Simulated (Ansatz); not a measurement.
Property card for Ta₄N₅

The calculation used DFT r2SCAN, scalar-relativistic, plane waves, PAW (Ansatz).

Plane waves to 500 eV, a k mesh through Γ of 10×10×10 on the computed 9-atom cell and Gaussian smearing (0.10 eV); no spin polarisation.

The structure is relaxed at this level of theory with its symmetry kept. Whether it is the stable form of this composition wasn't checked.

The structure is tetragonal, space group I4/m (No. 87). The conventional cell has a = 6.865 Å, b = 6.865 Å, c = 4.264 Å, α = 90.00°, β = 90.00°, γ = 90.00°. Ta (site symmetry m) has 6 N at 2.07 to 2.21 Å as nearest neighbours. N (site symmetry 4/m) has 4 Ta at 2.07 Å as nearest neighbours. Around N (site symmetry m) lie 5 Ta at 2.14 to 2.21 Å.

```
Volume per atom                                                   : 11.16 Å³
Formation energy from the elements' standard states (uncorrected) : -1.268 eV/atom
Generalised Kohn–Sham band gap                                    : none (metal)
Density of states at the Fermi level                              : 1.47 states/eV per cell
Löwdin character within 0.5 eV of the Fermi level                 : Ta 5d 74 %, N 2p 22 %
Bulk modulus                                                      : 309 GPa
Its pressure derivative                                           : 4.2
Bader charges (e)                                                 : Ta (4 in the cell) 2.20, N (1 in the cell) -1.69, N (4 in the cell) -1.77
```

Spin-orbit coupling is left out, which matters for the bands of heavy elements.